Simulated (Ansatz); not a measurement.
### Question
Ti3SiC2 in space group P6_3/mmc (No. 194; Si on 2b, C on 4f, Ti on 4f, Ti on 2a) is relaxed with LDA (plane waves, PAW; program Ansatz). What lattice parameters of the conventional cell result?

### Answer
a = 3.020 Å, c = 17.435 Å.

### Question
Give the free coordinates with the occupied sites.

### Answer
In one choice of origin and axes:

```
atom  site  symmetry       x       y       z
----  ----  --------  ------  ------  ------
Si      2b      -6m2  0.0000  0.0000  0.2500
C       4f       3m.  0.6667  0.3333  0.0722
Ti      4f       3m.  0.3333  0.6667  0.1350
Ti      2a      -3m.  0.0000  0.0000  0.0000
```

### Question
Is it a metal or does it have a gap at this level?

### Answer
No gap at this level.

Symmetry was held in the LDA relaxation; of distortions, only those at the zone centre were tested. No spin polarisation was allowed.

Potentials: the later of the program's two PAW sets.
